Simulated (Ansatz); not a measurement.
The elements of this relaxed trial crystal are hidden behind letters.

```
lattice vectors (Å)
   1.5208    0.8780   12.4088
  -1.5208    0.8780   12.4088
   0.0000   -1.7561   12.4088
fractional positions
X 0.1996 0.1996 0.1996
X 0.8004 0.8004 0.8004
Z 0.0000 0.0000 0.0000
Z 0.5992 0.5992 0.5992
Z 0.4008 0.4008 0.4008
Q 0.2996 0.2996 0.2996
Q 0.8983 0.8983 0.8983
Q 0.5000 0.5000 0.5000
Q 0.1017 0.1017 0.1017
Q 0.7004 0.7004 0.7004
```

Level of theory: Ansatz, DFT PBE, scalar-relativistic, plane waves, PAW. Settings of the last relaxation (10-atom cell): 420 eV, 12×12×12 k points, Gaussian smearing of 0.02 eV, no spin polarisation.

```
Space group                                  : R-3m (No. 166)
Conventional cell                            : a = 3.042 Å, c = 37.226 Å
Volume per atom                              : 9.94 Å³
Density                                      : 5.42 g/cm³
Energy over the elements                     : −1.837 eV/atom
Gap on the 12×12×12 mesh of the 10-atom cell : 1.68 eV
```

Energies are uncorrected and count from the elements' standard states at the same level.

Q: X is an s-block element of period 3, Z is a d-block element of period 4 and Q is a p-block element of period 2. Which elements are they?

A: X = Mg, Z = Zn, Q = O, so the formula is Mg2Zn3O5. Density times volume gives a mean mass of 5.42 × 9.94/1.6605 = 32.4 u per atom, and this set has 32.5 u. Among the elements that the hints allow, noble gases aside, only these give it. Mg is surrounded by 6 O at 2.12–2.14 Å; around Zn on a site of symmetry -3m lie 6 O at 2.16 Å; O on a site of symmetry 3m has 6 Zn at 2.16 Å; 3 more sites not described.

Kohn–Sham gaps at this level usually fall short of measured ones. A later test with randomly moved atoms came back to the same energy, though modes that don't fit the test's cell weren't probed.
